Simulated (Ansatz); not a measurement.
Starting cell, LiI (rock salt):

```yaml
crystal:
  lattice:
    - [0.00000, 2.95164, 2.95164]
    - [2.95164, 0.00000, 2.95164]
    - [2.95164, 2.95164, 0.00000]
  atoms:
    - { symbol: I, position: [0.00000, 0.00000, 0.00000] }
    - { symbol: Li, position: [0.50000, 0.50000, 0.50000] }
```

Two-dimensional scan of atom 2 (Li, nearest neighbour I at 2.952 Å; its periodic images, 4.2 Å or more away, move with it): u runs along (0.707, 0.707, 0.000), v along (0.000, 0.000, 1.000) (Cartesian). Cell and other atoms are fixed.

Calculation: PBEsol (plane waves to 420 eV, PAW, scalar-relativistic; Ansatz, a first-principles code). k mesh 8×8×8 (Γ-centred), Fermi-Dirac smearing 0.05 eV. Stress and pressure are positive under compression. LiI was relaxed with its symmetry unable to fall. Spin-orbit coupling is left out, though I is heavy.

Changes of P (GPa) from the point u = 0.000 Å, v = 0.000 Å when one coordinate moves alone (two changes are said to add if the coupling is within 5 % of the smaller one, nearly so within 20 %):

| point | change |
|---|---|
| u = 0.000 Å, v = -0.440 Å | 1.442 |
| u = 0.000 Å, v = -0.220 Å | 0.316 |
| u = -0.440 Å, v = 0.000 Å | 1.225 |
| u = -0.220 Å, v = 0.000 Å | 0.303 |
| u = 0.220 Å, v = 0.000 Å | 0.303 |
| u = 0.440 Å, v = 0.000 Å | 1.225 |
| u = 0.000 Å, v = 0.220 Å | 0.316 |
| u = 0.000 Å, v = 0.440 Å | 1.442 |

Problem. Do the two effects add at u = 0.440 Å, v = -0.440 Å? Give the computed change.

Solution. The sum of the single changes is 1.225 + (1.442) = 2.667; the calculation gives 2.282, so the coupling contributes -0.385 (over 20 % of the smaller single change, not additive).

Problem. What is the change at u = 0.220 Å, v = -0.220 Å, where both move, and how far is it from the sum?

Solution. The sum of the single changes is 0.303 + (0.316) = 0.619; the calculation gives 0.595, so the coupling contributes -0.024 (under 20 % of the smaller single change, nearly additive).

Problem. Do the two effects add at u = -0.220 Å, v = -0.440 Å? Give the computed change.

Solution. The sum of the single changes is 0.303 + (1.442) = 1.745; the calculation gives 1.647, so the coupling contributes -0.098 (over 20 % of the smaller single change, not additive).

(A displaced cell: forces are minus the slopes of the energy, force constants its curvatures, and phonons follow from these.)
